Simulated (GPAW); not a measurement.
Pb:

```
Pb
1.0
     0.00000    2.47502    2.47502
     2.47502    0.00000    2.47502
     2.47502    2.47502    0.00000
Pb
1
Direct
  0.00000 0.00000 0.00000
```

* Program: GPAW 26.7.0
* Task: relaxation of cell and atoms
* Functional: LDA
* Potentials or basis: the program's PAW data sets (release 1.2.1) made for this functional
* Cutoff: 600 eV
* Basis: pw
* k mesh: 9 × 9 × 9
* Occupations: fermi-dirac, width 0.05 eV
* Spin: no spin polarisation

At the start: pressure -2.4 GPa; volume 30.32 Å³/atom.

**Question.** How do energy, volume and symmetry change on relaxing?

**Answer.** Over 4 steps the energy falls by 11.6 meV/atom and the volume is 28.86 Å³/atom (-4.8 %); space group Fm-3m (No. 225, to 0.05 Å).

Step by step:
| step | energy change (eV) | largest force (eV/Å) | pressure (GPa) | volume (Å³) |
| --- | --- | --- | --- | --- |
| 1 | 0.0000 | 0.0000 | -2.41 | 30.32 |
| 2 | -0.0073 | 0.0000 | -1.54 | 29.74 |
| 3 | -0.0115 | 0.0000 | 0.14 | 28.78 |
| 4 | -0.0116 | 0.0000 | 0.00 | 28.86 |

Final structure:
```yaml
crystal:
  lattice:
    - [0.00000, 2.43446, 2.43446]
    - [2.43446, 0.00000, 2.43446]
    - [2.43446, 2.43446, 0.00000]
  atoms:
    - { symbol: Pb, position: [0.00000, 0.00000, 0.00000] }
```

The cell as given is a measured one (30.32 Å³/atom); LDA puts the equilibrium volume -4.8 % from it, thermal expansion not counted.

Caveat: later steps reuse the first step's grids.
